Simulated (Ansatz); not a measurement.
# Elastic constants of SnSe at 22 GPa (stress–strain coefficients): input and output

Theory: DFT PBE+D3(BJ), scalar-relativistic, plane waves, PAW in Ansatz 0.2.0.

Launched with:
```bash
ansatz run input.yaml --threads 1 --pin off --max-ram 3072MiB --backend cpu --events-out ev --progress --plain --runs-dir out
```

Input (bare energies are in eV):
```yaml
crystal:
  lattice:
    - [0.0, 2.7538448317, 2.7538448317]
    - [2.7538448317, 0.0, 2.7538448317]
    - [2.7538448317, 2.7538448317, 0.0]
  atoms:
    - { symbol: Sn, position: [0.0, 0.0, 0.0] }
    - { symbol: Se, position: [0.5, 0.5, 0.5] }
basis:
  ecutwfc: 420
kpoints:
  mp_grid: { grid: [12, 12, 12] }
hamiltonian:
  xc: pbe
  dispersion: d3bj
scf:
  occupations: { method: gaussian, width: 0.01 }
output:
  forces: true
  stress: true
  eigenvalues: true
elastic:
  mode: relaxed_ion
```

From the output:
```
--- Elastic constants: 2 strain directions × 4 members + reference (group order 48) ---
  dense FFT box of the reference and of every strained cell: 27×27×27
  strains applied: 11, 23; error gains: componentwise 1.00 (the most a stress slope's error grows in a printed constant), spectral 1.73 (1 for all six strains in a standard setting)
  pairwise dispersion correction: d3bj (s6 = 1.0, s8 = 0.7875, a1 = 0.4289, a2_bohr = 4.4407), with the weights of each atom's references fixed at the reference crystal's, and the forces and stress that the weights' published response gives ...
  C = ∂σ_k/∂η_j (tension-positive GPa; Voigt order 11 22 33 23 13 12):
       358.575     27.213     27.213     -0.000      0.000     -0.000
        27.213    358.575     27.213     -0.000     -0.000      0.000
        27.213     27.213    358.575     -0.000      0.000     -0.000
        -0.000      0.000     -0.000      8.350     -0.000      0.000
        -0.000     -0.000      0.000      0.000      8.350      0.000
        -0.000      0.000      0.000     -0.000     -0.000      8.350
  reference stress σ⁰ (GPa):    -22.004    -22.004    -22.004      0.000      0.000      0.000
  C* (energy form; C + prestress term) asymmetry max|C*_kj − C*_jk| = 7.105e-15 GPa — a small one proves nothing (zero by symmetry where the batch's group is 432, −43m or m−3m); a large one is finite-difference/SCF noise where every solve ...
  moduli (Voigt/Reuss/Hill, GPa): K = 137.67/137.67/137.67   G = 71.28/13.46/42.37   E = 115.29   ν = 0.360
  mechanically stable: yes (min eigenvalue of sym C = 8.35 GPa)
  strain η (Voigt 11):  stress-route row diagonal C_11 = 358.58 GPa, energy-path curvature d²(F+E_count+ΔE)/dδ²/Ω₀ = 360.14 GPa
    cells at ±δ against ±2δ: C11 358.58 and 358.59 GPa, apart by 0.00 % of the column's largest entry
         δ    σ_11 (GPa) F (eV) n_scf n_hpsi n_pw
    -4.000e-3     -23.4629      -11494.1961701       8   60550    869   relax 0 steps, max|allowed force component| 2.50e-29 eV/Å
    -2.000e-3     -22.7271      -11494.2082104       3   43879    869   relax 0 steps, max|allowed force component| 3.11e-30 eV/Å
     2.000e-3     -21.2928      -11494.2311598       6   59907    869   relax 0 steps, max|allowed force component| 1.97e-31 eV/Å
     4.000e-3     -20.5942      -11494.2420785       7   50166    869   relax 0 steps, max|allowed force component| 3.25e-30 eV/Å
  strain η (Voigt 23):  stress-route row diagonal C_44 = 8.35 GPa, energy-path curvature d²(F+E_count+ΔE)/dδ²/Ω₀ = 20.60 GPa
    cells at ±δ against ±2δ: C44 8.35 and 8.35 GPa, apart by 0.01 % of the column's largest entry
         δ    σ_23 (GPa) F (eV) n_scf n_hpsi n_pw
    -4.000e-3      -0.0334      -11494.2198319       7   98554    869   relax 0 steps, max|allowed force component| 8.68e-30 eV/Å
    -2.000e-3      -0.0167      -11494.2198642       6  109884    869   relax 0 steps, max|allowed force component| 4.02e-29 eV/Å
     2.000e-3       0.0167      -11494.2198642       6  107108    869   relax 0 steps, max|allowed force component| 4.34e-29 eV/Å
     4.000e-3       0.0334      -11494.2198319       6   82465    869   relax 0 steps, max|allowed force component| 6.31e-30 eV/Å
```

Time: 60 s on 1 thread of Intel(R) Xeon(R) Platinum 8375C CPU @ 2.90GHz (Ice Lake), on a shared host, peak memory 0.52 GiB.

Spin–orbit coupling is left out, which matters for heavy elements. Other phases may be more stable at this pressure. The bands were filled as in an insulator; under compression the gap may have closed between mesh points.

This rock-salt form isn't the usual stable structure of the compound at low pressure.